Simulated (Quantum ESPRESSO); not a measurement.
# Sb (P6_3/mmc) in Quantum ESPRESSO: equation of state

How stiff is Sb in PBEsol, and what volume does it want? The cell is scaled to several volumes.

All numbers are computed with Quantum ESPRESSO 7.5; they aren't measurements. Logs are shortened: lines on timing, memory, paths and dates and some standing lists are left out, and cuts for length are marked.

## 1. Starting point

The structure is hexagonal, space group P6_3/mmc (No. 194). Conventional cell: a = 3.355 Å, b = 3.355 Å, c = 5.470 Å, α = 90.00°, β = 90.00°, γ = 120.00°. Sb (site symmetry -6m2) has 12 Sb at 3.35 Å as nearest neighbours.

This isn't the form of Sb at room conditions, which is rhombohedral.

## 2. Single point, PBEsol, 25.05 Å³/atom

File pw.in:

```
&CONTROL
  calculation = 'scf'
  prefix = 'pwscf'
  outdir = './tmp'
  pseudo_dir = './pseudo'
  tprnfor = .true.
  tstress = .true.
  disk_io = 'nowf'
/
&SYSTEM
  ibrav = 0
  nat = 2
  ntyp = 1
  ecutwfc = 45
  ecutrho = 360
  nbnd = 22
  occupations = 'smearing'
  smearing = 'fd'
  degauss = 0.00367493
/
&ELECTRONS
  conv_thr = 4d-10
  electron_maxstep = 120
  mixing_beta = 0.5
/
ATOMIC_SPECIES
Sb   121.7600 sb_pbesol_v1.4.uspp.F.UPF
CELL_PARAMETERS angstrom
   3.2860533585    0.0000000000    0.0000000000
  -1.6430266792    2.8458056866    0.0000000000
   0.0000000000    0.0000000000    5.3584933852
ATOMIC_POSITIONS crystal
Sb     0.6666666667    0.3333333333    0.7500000000
Sb     0.3333333333    0.6666666667    0.2500000000
K_POINTS automatic
9 9 5 0 0 0
```

Potentials or basis: GBRV 1.5 PBEsol.

Started as:

```sh
$ OMP_NUM_THREADS=1 mpirun -n 2 pw.x -nk 2 -in pw.in > pw.out
```

pw.out:

```text
This program is part of the open-source Quantum ESPRESSO suite
     for quantum simulation of materials; please cite
         "P. Giannozzi et al., J. Phys.:Condens. Matter 21 395502 (2009);
         "P. Giannozzi et al., J. Phys.:Condens. Matter 29 465901 (2017);
         "P. Giannozzi et al., J. Chem. Phys. 152 154105 (2020);
     in publications or presentations arising from this work. More details at

     Message from routine setup:
     using ibrav=0 with symmetry is DISCOURAGED, use correct ibrav instead

     K-points division:     npool     =       2
     Subspace diagonalization in iterative solution of the eigenvalue problem:
     a serial algorithm will be used

     G-vector sticks info
     --------------------
     sticks:   dense  smooth     PW     G-vecs:    dense   smooth      PW
     Sum         955     475    151                39055    13909    2333

     Using Slab Decomposition

     bravais-lattice index     =            0
     lattice parameter (alat)  =       6.2097  a.u.
     unit-cell volume          =     338.1576 (a.u.)^3
     number of atoms/cell      =            2
     number of atomic types    =            1
     number of electrons       =        30.00
     number of Kohn-Sham states=           22
     kinetic-energy cutoff     =      45.0000  Ry
     charge density cutoff     =     360.0000  Ry
     scf convergence threshold =      4.0E-10
     mixing beta               =       0.5000
     number of iterations used =            8  plain     mixing
     Exchange-correlation= SLA  PW   PSX  PSC
                           (   1   4  10   8   0   0   0)

     celldm(1)=   6.209741  celldm(2)=   0.000000  celldm(3)=   0.000000
     celldm(4)=   0.000000  celldm(5)=   0.000000  celldm(6)=   0.000000

     crystal axes: (cart. coord. in units of alat)
               a(1) = (   1.000000   0.000000   0.000000 )
               a(2) = (  -0.500000   0.866025   0.000000 )
               a(3) = (   0.000000   0.000000   1.630678 )

     reciprocal axes: (cart. coord. in units 2 pi/alat)
               b(1) = (  1.000000  0.577350 -0.000000 )
               b(2) = (  0.000000  1.154701  0.000000 )
               b(3) = (  0.000000 -0.000000  0.613242 )

     PseudoPot. # 1 for Sb read from file:
     sb_pbesol_v1.4.uspp.F.UPF
     Pseudo is Ultrasoft + core correction, Zval = 15.0
     Generated by new atomic code, or converted to UPF format
     Using radial grid of  891 points,  6 beta functions with:
                l(1) =   0
                l(2) =   0
                l(3) =   1
                l(4) =   1
                l(5) =   2
                l(6) =   2
     Q(r) pseudized with  8 coefficients,  rinner =    1.350   1.350   1.350
                                                       1.350   1.350

     atomic species   valence    mass     pseudopotential
     Sb               15.00   121.76000     Sb( 1.00)

     24 Sym. Ops., with inversion, found (12 have fractional translation)

   Cartesian axes

     site n.     atom                  positions (alat units)
         1        Sb     tau(   1) = (   0.5000000   0.2886751   1.2230082  )
         2        Sb     tau(   2) = (  -0.0000000   0.5773503   0.4076694  )

     number of k points=    36  Fermi-Dirac smearing, width (Ry)=  0.0037
                       cart. coord. in units 2pi/alat
        k(    1) = (   0.0000000   0.0000000   0.0000000), wk =   0.0049383
        k(    2) = (   0.0000000   0.0000000   0.1226484), wk =   0.0098765
        k(    3) = (   0.0000000   0.0000000   0.2452968), wk =   0.0098765
        k(    4) = (   0.0000000   0.1283001   0.0000000), wk =   0.0296296
        k(    5) = (   0.0000000   0.1283001   0.1226484), wk =   0.0592593
        k(    6) = (   0.0000000   0.1283001   0.2452968), wk =   0.0592593
[... 28 lines left out ...]
        k(   35) = (   0.3333333   0.5773503   0.1226484), wk =   0.0197531
        k(   36) = (   0.3333333   0.5773503   0.2452968), wk =   0.0197531

     Dense  grid:    39055 G-vectors     FFT dimensions: (  40,  40,  64)

     Smooth grid:    13909 G-vectors     FFT dimensions: (  27,  27,  48)

     Check: negative core charge=   -0.000002

     Initial potential from superposition of free atoms

     starting charge      28.0000, renormalised to      30.0000
     Starting wfcs are   18 randomized atomic wfcs +    4 random wfcs

     Self-consistent Calculation

     iteration #  1     ecut=    45.00 Ry     beta= 0.50
     Davidson diagonalization with overlap
     ethr =  1.00E-02,  avg # of iterations =  5.8

     total energy              =    -368.78724146 Ry
     estimated scf accuracy    <       1.95643935 Ry

     iteration #  2     ecut=    45.00 Ry     beta= 0.50
     Davidson diagonalization with overlap
     ethr =  6.52E-03,  avg # of iterations =  2.0

     total energy              =    -369.16542824 Ry
     estimated scf accuracy    <       0.02542281 Ry

     iteration #  3     ecut=    45.00 Ry     beta= 0.50
     Davidson diagonalization with overlap
     ethr =  8.47E-05,  avg # of iterations =  3.8
[... 22 lines left out ...]
     total energy              =    -369.16767399 Ry
     estimated scf accuracy    <       0.00000001 Ry

     iteration #  7     ecut=    45.00 Ry     beta= 0.50
     Davidson diagonalization with overlap
     ethr =  3.90E-11,  avg # of iterations =  2.8

     total energy              =    -369.16767400 Ry
     estimated scf accuracy    <          2.9E-09 Ry

     iteration #  8     ecut=    45.00 Ry     beta= 0.50
     Davidson diagonalization with overlap
     ethr =  9.79E-12,  avg # of iterations =  2.0

     End of self-consistent calculation

          k = 0.0000 0.0000 0.0000 (  1761 PWs)   bands (ev):

   -16.3884 -16.3787 -16.3672 -16.3672 -16.3615 -16.3615 -16.3539 -16.3539
   -16.2891 -16.2891  -0.6271   3.5719   6.6024  16.8015  16.8015  18.5766
    18.5766  18.8701  21.1309  22.2149  23.6651  23.6652

          k = 0.0000 0.0000 0.1226 (  1732 PWs)   bands (ev):

   -16.3872 -16.3793 -16.3734 -16.3734 -16.3646 -16.3646 -16.3408 -16.3408
   -16.2926 -16.2926  -0.4147   2.6108   7.9916  16.9056  16.9634  16.9634
    18.4241  18.4241  21.2804  22.5537  23.2147  23.2147

          k = 0.0000 0.0000 0.2453 (  1744 PWs)   bands (ev):

   -16.3845 -16.3815 -16.3757 -16.3757 -16.3712 -16.3712 -16.3210 -16.3210
   -16.3037 -16.3037   0.2200   1.2595  10.6108  13.6915  17.4056  17.4056
    17.9772  17.9772  21.7308  22.4693  22.9920  22.9920
[... 187 lines left out ...]
          k = 0.3333 0.5774 0.1226 (  1713 PWs)   bands (ev):

   -16.3975 -16.3729 -16.3729 -16.3300 -16.3300 -16.3246 -16.3102 -16.3020
   -16.2924 -16.2924   4.7576   4.7576   8.2828   9.4592   9.4592  11.0813
    13.6466  13.6466  17.4125  24.1477  24.1477  25.8768

          k = 0.3333 0.5774 0.2453 (  1728 PWs)   bands (ev):

   -16.3870 -16.3870 -16.3683 -16.3319 -16.3201 -16.3197 -16.3197 -16.3146
   -16.2885 -16.2885   4.9907   4.9907   8.4306   8.4306   8.9173   9.9104
    15.7429  15.7429  19.7235  21.3504  21.3504  22.6248

     the Fermi energy is    12.8094 ev

!    total energy              =    -369.16767400 Ry
     estimated scf accuracy    <          2.5E-10 Ry
     smearing contrib. (-TS)   =      -0.00068303 Ry
     internal energy E=F+TS    =    -369.16699097 Ry

     The total energy is F=E-TS. E is the sum of the following terms:
     one-electron contribution =    -133.14494006 Ry
     hartree contribution      =      86.26023984 Ry
     xc contribution           =     -87.24426594 Ry
     ewald contribution        =    -235.03802482 Ry

     convergence has been achieved in   8 iterations

     Forces acting on atoms (cartesian axes, Ry/au):

     atom    1 type  1   force =     0.00000000    0.00000000    0.00000000
     atom    2 type  1   force =    -0.00000000    0.00000000    0.00000000

     Total force =     0.000000     Total SCF correction =     0.000000

     Computing stress (Cartesian axis) and pressure

          total   stress  (Ry/bohr**3)                   (kbar)     P=       25.56
   0.00017280  -0.00000000   0.00000000           25.42       -0.00        0.00
  -0.00000000   0.00017280   0.00000000           -0.00       25.42        0.00
   0.00000000   0.00000000   0.00017558            0.00        0.00       25.83

=------------------------------------------------------------------------------=
   JOB DONE.
=------------------------------------------------------------------------------=
```

Run time: 13 s. Hardware: 2 MPI ranks of Arm Neoverse V1, shared host; peak memory 0.24 GiB.

Results:

* Free energy: -5022.7821 eV
* Pressure: 2.6 GPa
* Band gap on the k mesh: none (metal or under the smearing width)

## 3. Single point, PBEsol, 25.59 Å³/atom

Edit pw.in of step 2 so:

```diff
@@ -28,5 +28,5 @@
 CELL_PARAMETERS angstrom
-   3.2860533585    0.0000000000    0.0000000000
-  -1.6430266792    2.8458056866    0.0000000000
-   0.0000000000    0.0000000000    5.3584933852
+   3.3091953418    0.0000000000    0.0000000000
+  -1.6545976709    2.8658472321    0.0000000000
+   0.0000000000    0.0000000000    5.3962304974
 ATOMIC_POSITIONS crystal
```

Potentials or basis: GBRV 1.5 PBEsol.

Started as:

```sh
$ OMP_NUM_THREADS=1 mpirun -n 2 pw.x -nk 2 -in pw.in > pw.out
```

Wall time 13 s (2 MPI ranks of Arm Neoverse V1, shared host); peak memory 0.26 GiB.

The run converged. Its results:

| Property | Result |
| --- | --- |
| Free energy | -5022.7954 eV |
| Pressure | 0.9 GPa |
| Band gap on the k mesh | none (metal or under the smearing width) |

## 4. Single point, PBEsol, 26.12 Å³/atom

Edit pw.in of step 3 so:

```diff
@@ -28,5 +28,5 @@
 CELL_PARAMETERS angstrom
-   3.3091953418    0.0000000000    0.0000000000
-  -1.6545976709    2.8658472321    0.0000000000
-   0.0000000000    0.0000000000    5.3962304974
+   3.3320180998    0.0000000000    0.0000000000
+  -1.6660090499    2.8856123203    0.0000000000
+   0.0000000000    0.0000000000    5.4334470562
 ATOMIC_POSITIONS crystal
```

Started as:

```sh
$ OMP_NUM_THREADS=1 mpirun -n 2 pw.x -nk 2 -in pw.in > pw.out
```

Wall time 13 s (2 MPI ranks of Arm Neoverse V1, shared host); peak memory 0.26 GiB.

Results (log left out):

```
Free energy            : -5022.7987 eV
Pressure               : -0.5 GPa
Band gap on the k mesh : none (metal or under the smearing width)
```

## 5. Single point, PBEsol, 26.65 Å³/atom

Edit pw.in of step 4 so:

```diff
@@ -28,5 +28,5 @@
 CELL_PARAMETERS angstrom
-   3.3320180998    0.0000000000    0.0000000000
-  -1.6660090499    2.8856123203    0.0000000000
-   0.0000000000    0.0000000000    5.4334470562
+   3.3545324186    0.0000000000    0.0000000000
+  -1.6772662093    2.9051102923    0.0000000000
+   0.0000000000    0.0000000000    5.4701606500
 ATOMIC_POSITIONS crystal
```

Started as:

```sh
$ OMP_NUM_THREADS=1 mpirun -n 2 pw.x -nk 2 -in pw.in > pw.out
```

It took 13 s on 2 MPI ranks of Arm Neoverse V1, shared host; peak memory 0.26 GiB.

It converged, with:

```yaml
Free_energy: -5022.7931 eV
Pressure: -1.7 GPa
Band_gap_on_the_k_mesh: none (metal or under the smearing width)
```

## 6. Single point, PBEsol, 27.19 Å³/atom

Edit pw.in of step 5 so:

```diff
@@ -28,5 +28,5 @@
 CELL_PARAMETERS angstrom
-   3.3545324186    0.0000000000    0.0000000000
-  -1.6772662093    2.9051102923    0.0000000000
-   0.0000000000    0.0000000000    5.4701606500
+   3.3767485125    0.0000000000    0.0000000000
+  -1.6883742563    2.9243499940    0.0000000000
+   0.0000000000    0.0000000000    5.5063879352
 ATOMIC_POSITIONS crystal
```

Potentials or basis: GBRV 1.5 PBEsol.

Started as:

```sh
$ OMP_NUM_THREADS=1 mpirun -n 2 pw.x -nk 2 -in pw.in > pw.out
```

Wall time 14 s (2 MPI ranks of Arm Neoverse V1, shared host); peak memory 0.26 GiB.

Results (log left out):

```
Free energy            : -5022.7795 eV
Pressure               : -2.9 GPa
Band gap on the k mesh : none (metal or under the smearing width)
```

## 7. Single point, PBEsol, 27.72 Å³/atom

Edit pw.in of step 6 so:

```diff
@@ -28,5 +28,5 @@
 CELL_PARAMETERS angstrom
-   3.3767485125    0.0000000000    0.0000000000
-  -1.6883742563    2.9243499940    0.0000000000
-   0.0000000000    0.0000000000    5.5063879352
+   3.3986760653    0.0000000000    0.0000000000
+  -1.6993380327    2.9433398118    0.0000000000
+   0.0000000000    0.0000000000    5.5421447030
 ATOMIC_POSITIONS crystal
```

Started as:

```sh
$ OMP_NUM_THREADS=1 mpirun -n 2 pw.x -nk 2 -in pw.in > pw.out
```

Wall time 14 s (2 MPI ranks of Arm Neoverse V1, shared host); peak memory 0.26 GiB.

Results (log left out):

```
Free energy            : -5022.7587 eV
Pressure               : -3.9 GPa
Band gap on the k mesh : none (metal or under the smearing width)
```

## 8. Single point, PBEsol, 28.25 Å³/atom

Edit pw.in of step 7 so:

```diff
@@ -28,5 +28,5 @@
 CELL_PARAMETERS angstrom
-   3.3986760653    0.0000000000    0.0000000000
-  -1.6993380327    2.9433398118    0.0000000000
-   0.0000000000    0.0000000000    5.5421447030
+   3.4203242672    0.0000000000    0.0000000000
+  -1.7101621336    2.9620877046    0.0000000000
+   0.0000000000    0.0000000000    5.5774459394
 ATOMIC_POSITIONS crystal
```

Started as:

```sh
$ OMP_NUM_THREADS=1 mpirun -n 2 pw.x -nk 2 -in pw.in > pw.out
```

Wall time 14 s (2 MPI ranks of Arm Neoverse V1, shared host); peak memory 0.28 GiB.

The run converged. Its results:

* Free energy: -5022.7313 eV
* Pressure: -4.8 GPa
* Band gap on the k mesh: none (metal or under the smearing width)

## 9. Equation of state, PBEsol

Potentials or basis: GBRV 1.5 PBEsol.

This step only gathers the single runs of the series.

Results:

* Equilibrium volume: 26.04 Å³/atom
* Bulk modulus at fixed shape and positions: 66 GPa
* Pressure derivative of the bulk modulus: 4.2

Energy against volume, from the lowest point:
```tsv
volume (Å³/atom)	energy (meV/atom)
25.055	8.30
25.588	1.65
26.121	0.00
26.654	2.81
27.187	9.59
27.720	19.99
28.253	33.68
```

Caveat: the cell was scaled at fixed shape and fractional positions, which overstates the stiffness of a crystal with free parameters, most of all of layers and chains. Spin-orbit coupling is left out, which matters for the levels of Sb.
